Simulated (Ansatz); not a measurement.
Density of states of SiNi$_{2}$ (P6_3/mmc, a = 3.870 Å, b = 3.870 Å, c = 4.927 Å, α = 90.00°, β = 90.00°, γ = 120.00°), in states per eV and primitive cell, averaged over bins of 0.5 eV. The calculation used DFT r2SCAN, scalar-relativistic, plane waves, PAW in Ansatz 0.2.0.

Settings: cutoff 500 eV, Γ-centred mesh 12×12×8 on the computed 6-atom cell, Gaussian smearing of 0.10 eV; no spin polarisation.

The cell is relaxed at this level. The states (both spins) are summed by tetrahedra on a 18×18×12 mesh at the self-consistent density. Energies are bin centres; the table starts no lower than −8 eV and ends at 6 eV, or lower where the solved bands end.

It is a metal at this level.

| E − E_F (eV) | total | Ni 3d | Si 3p | Ni 4s | Si 3s |
| --- | --- | --- | --- | --- | --- |
| -7.70 | 0.57 | 0.09 | 0.31 | 0.14 | 0.03 |
| -7.20 | 1.97 | 0.41 | 0.95 | 0.42 | 0.16 |
| -6.70 | 1.85 | 0.50 | 0.90 | 0.27 | 0.16 |
| -6.20 | 1.84 | 0.65 | 0.78 | 0.23 | 0.15 |
| -5.70 | 1.98 | 0.79 | 0.81 | 0.25 | 0.10 |
| -5.20 | 3.63 | 1.88 | 1.34 | 0.30 | 0.05 |
| -4.70 | 4.54 | 2.62 | 1.55 | 0.24 | 0.04 |
| -4.20 | 7.00 | 4.91 | 1.78 | 0.12 | 0.03 |
| -3.70 | 4.74 | 3.93 | 0.47 | 0.12 | 0.03 |
| -3.20 | 10.40 | 9.48 | 0.42 | 0.12 | 0.04 |
| -2.70 | 6.15 | 5.75 | 0.19 | 0.08 | 0.02 |
| -2.20 | 11.52 | 10.89 | 0.34 | 0.10 | 0.02 |
| -1.70 | 13.25 | 12.55 | 0.31 | 0.10 | 0.05 |
| -1.20 | 10.70 | 9.91 | 0.30 | 0.18 | 0.11 |
| -0.70 | 4.84 | 4.35 | 0.29 | 0.09 | 0.03 |
| -0.20 | 3.30 | 2.52 | 0.55 | 0.09 | 0.05 |
| 0.30 | 2.18 | 1.42 | 0.50 | 0.09 | 0.07 |
| 0.80 | 1.53 | 0.82 | 0.46 | 0.06 | 0.08 |
| 1.30 | 1.45 | 0.66 | 0.49 | 0.06 | 0.12 |
| 1.80 | 1.90 | 0.75 | 0.64 | 0.10 | 0.26 |
| 2.30 | 1.52 | 0.50 | 0.59 | 0.09 | 0.22 |
| 2.80 | 2.00 | 0.57 | 0.82 | 0.16 | 0.29 |
| 3.30 | 2.59 | 0.60 | 0.94 | 0.48 | 0.31 |
| 3.80 | 2.25 | 0.44 | 0.90 | 0.43 | 0.15 |
| 4.30 | 2.16 | 0.32 | 0.79 | 0.50 | 0.11 |
| 4.80 | 1.60 | 0.23 | 0.45 | 0.46 | 0.07 |
| 5.30 | 1.76 | 0.21 | 0.37 | 0.62 | 0.08 |

The columns after the total are the main Löwdin projections on the occupied valence shells of the potentials; 1 other is left out. The rest of the total lies in those, in shells that are empty in the free atom, which aren't projected, and between the atoms.

A ferromagnetic start lost its moments in a first run, so spin was left out; other magnetic orders weren't tried.